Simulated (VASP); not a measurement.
Computed with PBE GGA with D3 dispersion (zero damping), VASP's PBE PAW potentials (set 64) (plane waves; VASP).

A VASP calculation is set up with these files.

**KPOINTS**
```
K-points
0
G
6 6 6
```

File POSCAR:
```
CsBr
4.3456670
  0.9999999506   0.0000000000   0.0000000000
  0.0000000000   0.9999999506   0.0000000000
  0.0000000000   0.0000000000   0.9999999506
Cs Br
1 1
Cart
  0.0000000000   0.0000000000   0.0000000000
  0.4999999753   0.4999999753   0.4999999753
```

INCAR:
```
SYSTEM=CsBr
PREC=Accurate; ENCUT=520; LREAL=.FALSE.
LASPH=.TRUE.
EDIFF=1E-7; NELM=100; ALGO=Normal
LMAXMIX=4
ISMEAR=0; SIGMA=0.05
GGA=PE; IVDW=11
ISIF=2
LWAVE=.FALSE.; LCHARG=.FALSE.
```

POTCAR, in this order: Cs_sv Br (PBE.64 set). Program: vasp_std.

Output of the run:

File OSZICAR:
```
       N       E                     dE             d eps       ncg     rms          rms(c)
DAV:   1     0.934549655293E+02    0.93455E+02   -0.66844E+03   480   0.113E+03
DAV:   2     0.342334624776E+00   -0.93113E+02   -0.88176E+02   756   0.182E+02
DAV:   3    -0.623386789756E+01   -0.65762E+01   -0.65598E+01   584   0.543E+01
DAV:   4    -0.629417922347E+01   -0.60311E-01   -0.60287E-01   556   0.631E+00
DAV:   5    -0.629468816567E+01   -0.50894E-03   -0.50890E-03   604   0.565E-01    0.180E+00
DAV:   6    -0.605636372483E+01    0.23832E+00   -0.36258E-01   540   0.306E+00    0.110E+00
DAV:   7    -0.601721663498E+01    0.39147E-01   -0.18430E-01   588   0.221E+00    0.588E-01
DAV:   8    -0.602007456053E+01   -0.28579E-02   -0.12395E-02   572   0.794E-01    0.942E-02
DAV:   9    -0.602047157821E+01   -0.39702E-03   -0.23399E-03   552   0.300E-01    0.785E-02
DAV:  10    -0.602052800334E+01   -0.56425E-04   -0.15264E-04   564   0.103E-01    0.127E-02
DAV:  11    -0.602053374430E+01   -0.57410E-05   -0.37832E-05   576   0.388E-02    0.469E-03
DAV:  12    -0.602053362201E+01    0.12229E-06   -0.71918E-06   552   0.171E-02    0.113E-03
DAV:  13    -0.602053364567E+01   -0.23656E-07   -0.17397E-07   516   0.340E-03
   1 F= -.65512003E+01 E0= -.65512003E+01  d E =-.334639E-17
```

OUTCAR:
```
------------------------ aborting loop because EDIFF is reached ----------------------------------------
 Edisp (eV)   -0.53067
  FORCE on cell =-STRESS in cart. coord.  units (eV):
  Direction    XX          YY          ZZ          XY          YZ          ZX
  --------------------------------------------------------------------------------------
  Total       0.22565     0.22565     0.22565    -0.00000    -0.00000    -0.00000
  in kB       4.40522     4.40522     4.40522    -0.00000    -0.00000    -0.00000
  external pressure =        4.41 kB  Pullay stress =        0.00 kB
  volume of cell :       82.07
      direct lattice vectors                 reciprocal lattice vectors
     4.345666785  0.000000000  0.000000000     0.230114284  0.000000000  0.000000000
     0.000000000  4.345666785  0.000000000     0.000000000  0.230114284  0.000000000
     0.000000000  0.000000000  4.345666785     0.000000000  0.000000000  0.230114284
 POSITION                                       TOTAL-FORCE (eV/Angst)
 -----------------------------------------------------------------------------------
      0.00000      0.00000      0.00000         0.000000      0.000000      0.000000
      2.17283      2.17283      2.17283         0.000000      0.000000      0.000000
 -----------------------------------------------------------------------------------
    total drift:                                0.000000      0.000000     -0.000000
  FREE ENERGIE OF THE ION-ELECTRON SYSTEM (eV)
  ---------------------------------------------------
  free  energy   TOTEN  =        -6.5512003491 eV

  energy  without entropy=       -6.5512003491  energy(sigma->0) =       -6.55120035
```
(Selected blocks of OUTCAR.)

The compound is CsBr in the CsCl type structure. This cell is one point of a volume scan, at 0.97 of the reference volume.
